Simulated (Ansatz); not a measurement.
LiBr: vibrational free energy, entropy and heat capacity

The calculation used Ansatz, DFT PBE, scalar-relativistic, plane waves, PAW. Plane waves to 420 eV; Γ-centred k mesh 8×8×8; fixed occupations. No spin polarisation. Phonons by linear response, acoustic sum rule imposed.

Equilibrium structure at this level:
```cif
data_structure
_symmetry_space_group_name_H-M 'P 1'
_symmetry_Int_Tables_number 1
_cell_length_a 3.8969
_cell_length_b 3.8969
_cell_length_c 3.8969
_cell_angle_alpha 60.000
_cell_angle_beta 60.000
_cell_angle_gamma 60.000
_cell_volume 41.84
loop_
_atom_site_label
_atom_site_type_symbol
_atom_site_fract_x
_atom_site_fract_y
_atom_site_fract_z
_atom_site_occupancy
Li1 Li 0.00000 0.00000 0.00000 1
Br1 Br 0.50000 0.50000 0.50000 1
```

The cell has the rock salt type, in a space group that the Crystallography Open Database lists for this formula; it was reached from a generator's guess.

Force constants from linear response on a 4×4×4 q mesh, interpolated to a fine mesh.

Task: How much zero-point energy does an atom carry?

Result: 25.9 meV.

Task: How large are the vibrational entropy and heat capacity at 300 K?

Result: S = 4.67 k_B and C_V = 2.87 k_B per atom, 96 % of the Dulong–Petit value.

Task: Tabulate them against temperature.

Result:
```csv
T (K),F_vib (meV/atom),S (k_B/atom),C_V (k_B/atom)
100,19.7,1.81,2.15
200,-3.9,3.53,2.72
300,-39.5,4.67,2.87
400,-83.4,5.50,2.92
500,-133.8,6.15,2.95
600,-189.2,6.69,2.97
700,-248.9,7.15,2.97
800,-312.3,7.55,2.98
900,-378.9,7.90,2.98
1000,-448.3,8.22,2.99
```
